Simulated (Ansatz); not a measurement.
The parent structure is LiI in the rock salt structure (space group Fm-3m, No. 225).

```xyz
2
Lattice="0.0000 3.0091 3.0091 3.0091 0.0000 3.0091 3.0091 3.0091 0.0000" Properties=species:S:1:pos:R:3 pbc="T T T"
I      0.0000     0.0000     0.0000
Li     3.0091     3.0091     3.0091
```

Cartesian axes are those of the cell as printed.

The values are results of r2SCAN, PAW, 500 eV (Ansatz, a program for electronic structure; without spin-orbit coupling), not measurements.

Strains are applied to the cell and any free atomic positions relax; under stress the whole cell relaxes.

One change was made to it. Results:

```tsv
quantity	base	after
band gap	5.00 eV	4.57 eV
gap character	indirect, K–Γ (79 % along) → X	direct at Γ
energy relative to the base (free energy F)	0 meV/atom	+33 meV/atom
```

### Question
Which change produced these results?
A) uniaxial strain ε_xx = +5.91 %
B) tensor shear ε_yz = −1.42 %
C) uniaxial stress, 0.5 GPa compression along z
D) uniaxial strain ε_yy = −4.98 %
E) isotropic strain +4.94 %

### Answer
E, isotropic strain +4.94 %. For comparison, the band gap in the other runs: uniaxial strain ε_xx = +5.91 % gives 4.81 eV; tensor shear ε_yz = −1.42 % gives 4.89 eV; uniaxial strain ε_yy = −4.98 % gives 4.87 eV; uniaxial stress, 0.5 GPa compression along z gives 4.95 eV.

Spin-orbit coupling, missing from the scalar runs, can matter with I. Beyond what the load breaks, stability against distortions was not tested. k-point labels follow each cell's own Brillouin zone.
